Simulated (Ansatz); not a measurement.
# SiC: an elastic constant from a strain scan

The calculation used DFT PBE, scalar-relativistic, plane waves, PAW (Ansatz). The runs took a 420 eV cutoff, a Γ-centred 12×12×6 mesh and Gaussian smearing (0.05 eV). No spin polarisation. Energies are free energies at this smearing, counted from the undisturbed cell; pressure is positive in compression.

The undisturbed cell (relaxed at this level):

```xyz
4
Lattice="3.0920 0.0000 0.0000 -1.5460 2.6777 0.0000 0.0000 0.0000 5.0738" Properties=species:S:1:pos:R:3 pbc="T T T"
Si    0.0000    1.7852    0.0232
Si    1.5460    0.8926    2.5600
C     0.0000    1.7852    1.9302
C     1.5460    0.8926    4.4671
```

The cell is strained by ε times the Voigt pattern (0, 0, 0, 0, 1, 0) (xx, yy, zz, yz, xz, xy; engineering shear) with fractional coordinates fixed. The cell holds 4 atoms in V0 = 42.01 Å³. The stress column is τ = (1/V0) dE/dε, got from the stress tensor σ (compression positive) at each point as −det(1 + εP) σ : P(1 + εP)⁻¹, with P the pattern as a tensor.

```csv
ε,ΔE (meV/atom),τ (GPa)
-0.0175,1.630,-2.852
-0.0150,1.196,-2.445
-0.0125,0.830,-2.037
-0.0100,0.529,-1.630
-0.0075,0.294,-1.222
-0.0050,0.131,-0.815
-0.0025,0.033,-0.407
0.0000,0.000,0.000
0.0025,0.033,0.407
0.0050,0.131,0.815
0.0075,0.294,1.222
0.0100,0.529,1.630
0.0125,0.830,2.037
0.0150,1.196,2.445
0.0175,1.630,2.852
0.0200,?,?
```

Q: Which combination of elastic constants does this scan measure, and how large is it?

A: For small ε, τ = τ0 + Kε with K = pᵀCp, which for this pattern is C55 in the Cartesian frame shown. The parabola through τ at ε = -0.0025, 0 and 0.0025 has slope K = 163 GPa at zero. The energies per cell, E = NΔE, of the wider pair ε = ±0.0175 give K = 2[E(ε₊)/ε₊ − E(ε₋)/ε₋]/[(ε₊ − ε₋)V0] = 162 GPa, in agreement. These are clamped-ion values.

Q: Predict the withheld row at ε = 0.0200 from the harmonic law, and compare.

A: ΔE = V0(τ0 ε + Kε²/2)/N = 2.137 meV/atom and τ = 3.26 GPa. The calculation gives 2.132 meV/atom and 3.26 GPa, a miss of 0.01 meV/atom at most, so the harmonic law still holds here.

Forces appear on the atoms along this scan, and letting them relax would lower the energy and soften the response.

Cost: 9 runs of about 1.7 core-minutes in all, on Intel Xeon Platinum 8259CL (Skylake/Cascade Lake) (shared hosts).